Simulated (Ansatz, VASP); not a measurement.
**One calculation of HfN, two programs**

Contents of INCAR:

```
ALGO     = Normal         # electronic algorithm
EDIFF    = 1E-7           # SCF threshold, eV
ENCUT    = 520            # plane-wave cutoff, eV
GGA      = PS             # functional
ISIF     = 2              # what is computed and relaxed
ISMEAR   = 0              # smearing method
LASPH    = True           # aspherical terms in the spheres
LCHARG   = False          # write CHGCAR
LREAL    = False          # projectors in reciprocal space
LWAVE    = False          # write WAVECAR
NBANDS   = 14             # bands
NELM     = 100            # most SCF steps
PREC     = Accurate       # precision mode
SIGMA    = 0.15           # smearing width, eV
```

The input KPOINTS:

```
k-points
0
Gamma
  20 20 20
```

POSCAR

```
HfN
1.0
    0.0000000000      2.1258003892      2.5509604671
    2.1258003892      0.0000000000      2.5509604671
    2.1258003892      2.1258003892      0.0000000000
Hf N
1 1
Direct
    0.0000000000      0.0000000000      0.0000000000
    0.5000000000      0.5000000000      0.5000000000
```

Input for Ansatz:

```yaml
crystal:
  lattice:
    - [0.0, 2.1258003892, 2.5509604671]
    - [2.1258003892, 0.0, 2.5509604671]
    - [2.1258003892, 2.1258003892, 0.0]
  atoms:
    - { symbol: Hf, position: [0.0, 0.0, 0.0] }
    - { symbol: "N", position: [0.5, 0.5, 0.5] }
basis:
  ecutwfc: 420
kpoints:
  mp_grid: { grid: [20, 20, 20] }
hamiltonian:
  xc: pbesol
scf:
  occupations: { method: gaussian, width: 0.15 }
output:
  forces: true
  stress: true
  eigenvalues: true
```

Alike in both runs: task single point; functional PBEsol; k mesh 20 × 20 × 20; occupations gaussian, width 0.15 eV; no spin polarisation.

|  | VASP | Ansatz |
| --- | --- | --- |
| version | VASP 6.6.1 | Ansatz 0.2.0 |
| potentials or method | VASP PAW PBE potentials, release 64 (Hf_pv, N) | scalar-relativistic, plane waves, PAW |
| plane-wave cutoff (eV) | 520 | 420 |
| valence electrons in the cell | 15 | 31 |

|  | VASP | Ansatz | Ansatz less VASP |
| --- | --- | --- | --- |
| gap on the k mesh at the Fermi level (eV) | none | none | - |
| pressure (GPa) | 15.5 | 17.2 | +1.70 |
| largest component of the traceless stress (GPa) | 40.44 | 40.59 | +0.150 |

A gap of «none» marks a metal or a gap that the smearing closes. The functional is the same, so the differences come from potentials, cutoffs and numerics. The two sets of potentials don't hold the same shells in valence.

Caveats: so large a pressure means that the cell lies far from this level's equilibrium, or that cutoff or potentials fall short (VASP); the potentials were made for another functional, which shifts forces and pressure (VASP). The runs have no spin-orbit coupling, so splittings on Hf are missing.
